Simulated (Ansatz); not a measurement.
NiO in the zincblende structure

Method: PBE+U (U_eff = 6.2 eV on Ni 3d), scalar-relativistic; collinear spin; PAW, 420 eV, 6×6×6 k-mesh, Gaussian smearing of 0.05 eV; code Ansatz; PAW files: Ansatz's generated set soft_2.

```xyz
2
Lattice="0.0000 2.3247 2.3247 2.3247 0.0000 2.3247 2.3247 2.3247 0.0000" Properties=species:S:1:pos:R:3 pbc="T T T"
Ni    0.0000    0.0000    0.0000
O     1.1624    1.1624    1.1624
```

This is a trial structure; measured cells of the compound in the Crystallography Open Database are in space group Fm-3m (rock salt).

Starting moments: Ni 1.9 μB on each such atom, all parallel.

Two runs on this cell, alike but for how the open shells were started and searched, both converged. The ends of their outputs, energies left out:

Run A:

```
Magnetization: 2.0000 μB (13.0000 up, 11.0000 down)
Absolute magnetization: 2.0093 μB (∫|ρ↑−ρ↓|, with the PAW one-centre terms)
Per-site moments (μB) at R_I (Å): [(1.72152, 0.83048), (0.11485, 0.83048)]
Entropy (-TS):    0.000000 eV ( 0.000 meV/atom)
Fermi energy:    9.249047 eV
--- Stress (GPa, compression-positive) ---
       -0.008520       3.020585      -3.020585
        3.020638      -0.010079      -3.019136
       -3.020638      -3.019136      -0.010079
  P = ⅓ Tr σ = -0.0096 GPa (-0.096 kbar)
--- Löwdin populations: 2 sites ---
  site symbol       q [e]    m [muB]
     0     Ni     16.7212     1.8076
     1      O      7.1258     0.1777
--- Occupation matrices: 1 shell (run DFT+U table (all-electron-ortho-atomic); ε = 7.83e-3) ---
  Ni0 d_3D up     Tr n = 4.9877  λ = 0.996 0.997 0.997 0.999 0.999  [5× z2 0.20 (T2 0.60) T2(0.60)]
  Ni0 d_3D dn     Tr n = 3.1773  λ = 0.097 0.097 0.991 0.997 0.997  [2× xz 0.31 (T2 0.93) T2(0.93) | 3× x2-y2 0.31 (E 0.62) E(0.62)]
```

Run B:

```
Magnetization: 2.0003 μB (13.0002 up, 10.9998 down)
Absolute magnetization: 2.0358 μB (∫|ρ↑−ρ↓|, with the PAW one-centre terms)
Per-site moments (μB) at R_I (Å): [(1.56976, 0.83048), (0.34777, 0.83048)]
Entropy (-TS):   -0.003181 eV (-1.591 meV/atom)
Fermi energy:    9.307582 eV
--- Stress (GPa, compression-positive) ---
      -10.030116       0.000000       0.000000
        0.000000     -10.030116       0.000000
        0.000000       0.000000     -10.030116
  P = ⅓ Tr σ = -10.0301 GPa (-100.301 kbar)
--- Löwdin populations: 2 sites ---
  site symbol       q [e]    m [muB]
     0     Ni     16.9060     1.5496
     1      O      6.9467     0.4672
--- Occupation matrices: 1 shell (run DFT+U table (all-electron-ortho-atomic); ε = 3.00e-3) ---
  Ni0 d_3D up     Tr n = 4.9858  λ = 0.996 0.996 0.996 0.999 0.999  [5× z2 0.20 (T2 0.60) T2(0.60)]
  Ni0 d_3D dn     Tr n = 3.4059  λ = 0.475 0.475 0.475 0.990 0.990  [3× xz 0.33 (T2 1.00) T2(1.00) | 2× z2 0.50 (E 1.00) E(1.00)]
```

Question: Which run ended in a state above the other, and by how much?

Answer: Run B, by 549 meV/atom. The Hubbard penalty (U/2) Σ λ(1 − λ), summed over the shells' natural occupations, is 2.42 eV in it and 0.63 eV in the other, beside a total difference of 1.10 eV a cell: fractional occupations explain most of it. It is metallic, while the lower state has a gap of 0.27 eV. In the program's symmetry labels (of the site's group or the nearest higher one, in the neighbours' frame), the partly filled channel of Ni holds 2.0 in E, 1.4 in T2 in the higher state and 1.9 in E, 1.3 in T2 in the lower.

Question: How was each started, and what does that suggest?

Answer: The higher one: from atoms, symmetry kept, no search for lower states. The lower one: carried from the relaxation. That state was reached by 3 of 4 converged starts: carried from the relaxation; from atoms, default search; from atoms, wider search. Convergence alone doesn't show that the lowest state was found, so several starts are run and the lowest energy is kept. Here keeping the full symmetry without a search trapped the shell.

λ are the eigenvalues of the shell's occupation matrix; the brackets give the leading real orbital and the representation of each set, with weights.

The order of the orbitals lowers the symmetry, along an axis that is one of several equivalent ones. Site moments are of spin, integrated over atomic spheres. A gap on the mesh alone may be smaller, or close, between its points. The k-mesh is coarse, so small energy differences aren't converged.

The cell was relaxed in the lower state; the higher one stands under stress here and would win part of the difference back by relaxing.
